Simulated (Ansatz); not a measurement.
**Course of a relaxation: Ge**

Recipe of this trial structure of Ge: 6-connected net of one element (R-3m, No. 166). Its size is a rough estimate.

```cif
data_structure
_symmetry_space_group_name_H-M 'P 1'
_symmetry_Int_Tables_number 1
_cell_length_a 12.6346
_cell_length_b 12.6346
_cell_length_c 12.6346
_cell_angle_alpha 15.837
_cell_angle_beta 15.837
_cell_angle_gamma 15.837
_cell_volume 130.91
loop_
_atom_site_label
_atom_site_type_symbol
_atom_site_fract_x
_atom_site_fract_y
_atom_site_fract_z
_atom_site_occupancy
Ge1 Ge 0.00000 0.00000 0.00000 1
Ge2 Ge 0.50000 0.50000 0.50000 1
Ge3 Ge 0.91437 0.91437 0.91437 1
Ge4 Ge 0.08563 0.08563 0.08563 1
Ge5 Ge 0.79253 0.79253 0.79253 1
Ge6 Ge 0.20747 0.20747 0.20747 1
Ge7 Ge 0.62417 0.62417 0.62417 1
Ge8 Ge 0.37583 0.37583 0.37583 1
```

All numbers below come from Ansatz 0.2.0, DFT PBE, scalar-relativistic, plane waves, PAW. Cutoff 420 eV, Gaussian smearing, Γ-centred meshes. Cell and atoms relax first on a coarse mesh and then on a finer one. In between, the cell is made exact in the group found at 0.06 Å. In metals the finer mesh still leaves noise of several meV/atom or more. The steps can't lower the symmetry of their start. No spin polarisation.

Steps on the 6×6×6 mesh (8 atoms, 9 steps). The free energy counts from the last step; the plane-wave basis is renewed at times, which shifts energy and pressure.

```csv
step,ΔF (meV/atom),V (Å³/atom),P (GPa),largest force component (eV/Å)
1,217.3,16.36,21.57,0.531
2,33.8,18.66,5.61,0.334
3,10.2,19.65,1.42,0.212
4,6.2,19.87,0.67,0.117
5,5.0,20.10,0.27,0.056
6,4.3,20.13,0.06,0.008
7,0.4,20.13,0.48,0.010
8,0.0,20.30,0.04,0.012
9,0.0,20.30,0.03,0.012
```

The relaxed structure, after a last relaxation on the converged mesh:

```
Ge
1.0
     1.92826    1.11328   12.64320
    -1.92826    1.11328   12.64320
     0.00000   -2.22656   12.64320
Ge
8
Direct
  0.00000 0.00000 0.00000
  0.50000 0.50000 0.50000
  0.91850 0.91850 0.91850
  0.08150 0.08150 0.08150
  0.79392 0.79392 0.79392
  0.20608 0.20608 0.20608
  0.62285 0.62285 0.62285
  0.37715 0.37715 0.37715
```

The symmetry stays R-3m (No. 166). The volume per atom grows by 24.4 %, from 16.4 to 20.4 Å³. The shortest distance goes from 2.51 Å (Ge–Ge) to 2.65 Å (Ge–Ge). The energy falls by about 0.22 eV/atom (the start's value is from the coarse mesh). Around Ge on a site of symmetry -3m lie 6 Ge at 2.78 Å and 2 Ge at 3.09 Å; around Ge on a second site of symmetry -3m lie 6 Ge at 2.68 Å; Ge on a site of symmetry 3m is surrounded by 3 Ge at 2.65 Å, 3 Ge at 2.82 Å and 1 Ge at 3.09 Å; 2 more sites not described.

| Item | Value |
| --- | --- |
| Volume per atom | 20.36 Å³ |
| Density | 5.92 g/cm³ |
| Energy over the standard state | +0.25 eV/atom |
| Gap on the 12×12×12 mesh of the 8-atom cell | 0 eV (a metal) |

Energies count from the standard state of Ge at the same level.

The last run used Gaussian smearing of 0.10 eV. Symmetry constrained the relaxation, so the result can be a saddle point. In all, the 3 runs took 16 min on 1 thread of Arm Neoverse V1 (shared host). Another cell of Ge relaxed alike, in Fd-3m, lies 251 meV/atom lower, so this cell isn't the stable form at this level.
